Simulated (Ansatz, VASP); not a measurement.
# Co8F (F/Co(0001)): VASP beside Ansatz, part 3 of 3

One calculation is typed for both programs; each brings its own data sets. How far apart do they land? Of the first pair: The structure shown is the start of the Ansatz relaxation below; VASP solves that cell, so the two are compared at the walk's first step.

VASP 6.6.1 and Ansatz 0.2.0.

So far: The structure; Ansatz: relaxation, PBE; VASP: single point, PBE, start cell, pair 1; Comparison.

## (6) VASP: single point, PBE, relaxed cell, pair 2

Level of this step: PBE, spin-polarised from a ferromagnetic start; plane waves and PAW (Co, F) (VASP).

The same cell, functional, mesh and smearing now go to VASP, with its own data sets.

File INCAR:

```
SYSTEM = Co8F
PREC = Accurate
ENCUT = 520
EDIFF = 1E-06
NELM = 200
ISMEAR = -1
SIGMA = 0.1
LREAL = .FALSE.
ALGO = Normal
GGA = PE
NBANDS = 123
ISPIN = 2
MAGMOM = 1.81 1.74 1.76 1.93 1.8 1.77 1.66 1.82 1.81 1.74 1.76 1.93 1.8 1.77 1.66 1.82 0.11 0.11
LASPH = .TRUE.
LMAXMIX = 4
LORBIT = 11
LWAVE = .FALSE.
LCHARG = .FALSE.
ISIF = 2
LDIPOL = .TRUE.
IDIPOL = 3
DIPOL = 0.5 0.5 0.497
LVHAR = .TRUE.
GGA_COMPAT = .FALSE.
NELMDL = -8
KPAR = 4
```

File POSCAR:

```
Co8F
1.0
    5.0200000000      0.0000000000      0.0000000000
    2.5100000000      4.3474475270      0.0000000000
    0.0000000000      0.0000000000     25.2315073062
Co F
16 2
Direct
    0.3333333333      0.3333333333      0.3566968826
    1.0000000000      0.0000000000      0.4373741872
    0.3336432556      0.3327134888      0.5178724853
    0.0054659779      0.9890680442      0.5983829059
    0.3333333333      0.8333333333      0.3566968826
    1.0000000000      0.5000000000      0.4373741872
    0.3322567037      0.8354865925      0.5175166474
    0.9949918316      0.5100163366      0.5942929877
    0.8333333333      0.3333333333      0.3566968826
    0.5000000000      0.0000000000      0.4373741872
    0.8336432556      0.3327134888      0.5178724853
    0.5054659778      0.9890680442      0.5983829059
    0.8333333333      0.8333333333      0.3566968826
    0.5000000000      0.5000000000      0.4373741872
    0.8322567037      0.8354865925      0.5175166474
    0.4949918316      0.5100163366      0.5942929877
    0.1512903596      0.1974192807      0.6523964447
    0.6512903596      0.1974192807      0.6523964447
```

File KPOINTS:

```
Automatic mesh
0
Gamma
6 6 1
0 0 0
```

Potentials, in the order of the species: Co and F (PBE family, release 64).

Launch:

```console
> mpirun -np 4 vasp_std
```

Numbers of over 12 decimals in the logs are rounded to 6 here.

The log of the run:

```text
[banner, memory and clock lines left out]
running    4 mpi-ranks, on    1 nodes
[...]
[... a notice as in an earlier step ...]

 LDA part: xc-table for (Slater+PW92), standard interpolation
 POSCAR, INCAR and KPOINTS ok, starting setup
[...]
entering main loop
       N       E                     dE             d eps       ncg     rms          rms(c)
DAV:   1     0.138326290465E+04    0.13833E+04   -0.66612E+04  6396   0.130E+03
DAV:   2     0.656091850237E+02   -0.13177E+04   -0.12159E+04  6420   0.312E+02
DAV:   3    -0.120242536966E+03   -0.18585E+03   -0.16193E+03  7820   0.142E+02
DAV:   4    -0.133819262273E+03   -0.13577E+02   -0.13383E+02  6952   0.400E+01
[...]
DAV:  54    -0.116433302555E+03   -0.27850E-05   -0.26470E-08  4162   0.140E-03    0.121E-03
DAV:  55    -0.116433304668E+03   -0.21132E-05   -0.13222E-08  4316   0.793E-04    0.567E-04
DAV:  56    -0.116433304939E+03   -0.27128E-06   -0.58136E-09  4271   0.520E-04
   1 F= -.11643330E+03 E0= -.11614353E+03  d E =-.579541E+00  mag=    27.7679
```

From OUTCAR (step 6):

```text
  Total       -3.4742107     -6.1412966     -4.5745341      0.0000000      0.0019373      0.0000000
  in kB      -10.1084712    -17.8685534    -13.3099428      0.0000000      0.0056366      0.0000000
  external PRESSURE =     -13.7623225 kB  Pullay stress =       0.0000000 kB

 POSITION                                       TOTAL-FORCE (eV/Angst)
 -----------------------------------------------------------------------------------
      2.51000      1.44915      9.00000         0.000000      0.002438      0.473706
      0.00000      0.00000     11.03561        -0.000000     -0.008464     -0.474974
      2.51000      1.44645     13.06670         0.000000      0.000918     -0.003369
      2.51000      4.29992     15.09810        -0.000000     -0.019100     -0.028387
      3.76500      3.62287      9.00000         0.000000     -0.004075      0.514945
      1.25500      2.17372     11.03561         0.000000      0.009079     -0.454359
      3.76500      3.63223     13.05773         0.000000     -0.000270     -0.006307
      6.27500      2.21727     14.99491         0.000000      0.020927     -0.019561
      5.02000      1.44915      9.00000         0.000000      0.002438      0.473706
      2.51000      0.00000     11.03561        -0.000000     -0.008464     -0.474974
      5.02000      1.44645     13.06670         0.000000      0.000918     -0.003369
      5.02000      4.29992     15.09810        -0.000000     -0.019100     -0.028387
      6.27500      3.62287      9.00000         0.000000     -0.004075      0.514945
      3.76500      2.17372     11.03561         0.000000      0.009079     -0.454359
[...]
-----------------------------------------------------------------------------------
    total drift:                                0.000000      0.000506     -0.001857

  FREE ENERGIE OF THE ION-ELECTRON SYSTEM (eV)
  ---------------------------------------------------
  free  energy   TOTEN  =      -116.4333049390 eV

  energy  without entropy=     -115.8537637655  energy(sigma->0) =     -116.14353435

 magnetization (x)
# of ion       s       p       d       tot
------------------------------------------
    1       -0.010  -0.041   1.810   1.758
    2       -0.013  -0.051   1.746   1.682
    3       -0.012  -0.055   1.762   1.695
    4       -0.013  -0.031   1.965   1.921
    5       -0.011  -0.041   1.801   1.748
    6       -0.015  -0.052   1.771   1.705
    7       -0.014  -0.049   1.659   1.596
    8       -0.016  -0.037   1.878   1.824
    9       -0.010  -0.041   1.810   1.758
   10       -0.013  -0.051   1.746   1.682
   11       -0.012  -0.055   1.762   1.695
   12       -0.013  -0.031   1.965   1.921
   13       -0.011  -0.041   1.801   1.748
[...]
--------------------------------------------------
tot         -0.204  -0.498  28.783  28.080

[... 2 parts as in an earlier step ...]

[... 1 further part left out ...]
[key lines of the parts left out:]
E-fermi :  -0.2372
```

## (7) Side by side

What differs besides the data sets and the points named for the pairs above, as far as they apply: the data sets hold 286 valence electrons in Ansatz (on its PAW soft_1 files) and 158 in VASP; site moments are counted in spheres of each program's own size. Total energies have different zeros and are not compared.

Both answers:

| quantity | Ansatz | VASP | difference |
| --- | --- | --- | --- |
| total moment (μB) | 27.92 | 27.77 | +0.15 |
| moment on Co4 (μB) | 1.93 | 1.92 | 0.00 |
| moment on Co12 (μB) | 1.93 | 1.92 | 0.00 |
| moment on Co16 (μB) | 1.82 | 1.82 | 0.00 |
| moment on Co8 (μB) | 1.82 | 1.82 | 0.00 |
| moment on Co1 (μB) | 1.81 | 1.76 | +0.05 |
| moment on Co9 (μB) | 1.81 | 1.76 | +0.05 |
| moment on Co13 (μB) | 1.80 | 1.75 | +0.05 |
| moment on Co5 (μB) | 1.80 | 1.75 | +0.05 |
| work function, lower of the two faces (eV) | 4.97 | 4.94 | +0.02 |
| work function, higher of the two faces (eV) | 6.12 | 6.19 | -0.07 |

Forces on 10 of the 18 atoms, those with the largest forces and the largest differences (eV/Å; atoms numbered as in POSCAR):

| atom | Ansatz x, y, z | VASP x, y, z |
| --- | --- | --- |
| Co1 | 0.000, 0.003, 0.451 | 0.000, 0.002, 0.474 |
| Co2 | 0.000, -0.010, -0.484 | 0.000, -0.008, -0.475 |
| Co5 | 0.000, -0.004, 0.496 | 0.000, -0.004, 0.515 |
| Co8 | 0.000, 0.000, 0.005 | 0.000, 0.021, -0.020 |
| Co9 | 0.000, 0.003, 0.451 | 0.000, 0.002, 0.474 |
| Co10 | 0.000, -0.010, -0.484 | 0.000, -0.008, -0.475 |
| Co12 | 0.000, -0.003, -0.007 | 0.000, -0.019, -0.028 |
| Co13 | 0.000, -0.004, 0.496 | 0.000, -0.004, 0.515 |
| Co14 | 0.000, 0.011, -0.463 | 0.000, 0.009, -0.454 |
| Co16 | 0.000, 0.000, 0.005 | 0.000, 0.021, -0.020 |

The forces differ by 10 meV/Å r.m.s., which is 5.6 % of the r.m.s. force of 0.185 eV/Å (both taken over all components). With vacuum in the cell, a pressure given here is an average over mostly empty space and none of the material.

## (8) Results

- r.m.s. force difference (single point, PBE, start cell, pair 1): 1.3 % of the r.m.s. force
- r.m.s. force difference (single point, PBE, relaxed cell, pair 2): 10 meV/Å

The r.m.s. force difference is 10 meV/Å (single point, PBE, relaxed cell, pair 2), within the 12 meV/Å picked in this series as the mark of a large difference. The data sets hold unlike numbers of valence electrons (286 in Ansatz and 158 in VASP), so part of the differences comes from the potentials. How closely two codes agree says nothing of how well the functional describes the real material.

[Lines on the potential files, build, host, timing and source positions are cut from VASP's logs without a mark.]

[Logs are printed without paths, hosts, clocks, repeated set-up lines and the standing remarks that a program may print on its own settings, such as how far it seeks lower states.]

[Hosts, paths, dates, database ids (printed as entryN), source tags and the programs' standing remarks are cut or masked in the printed files.]
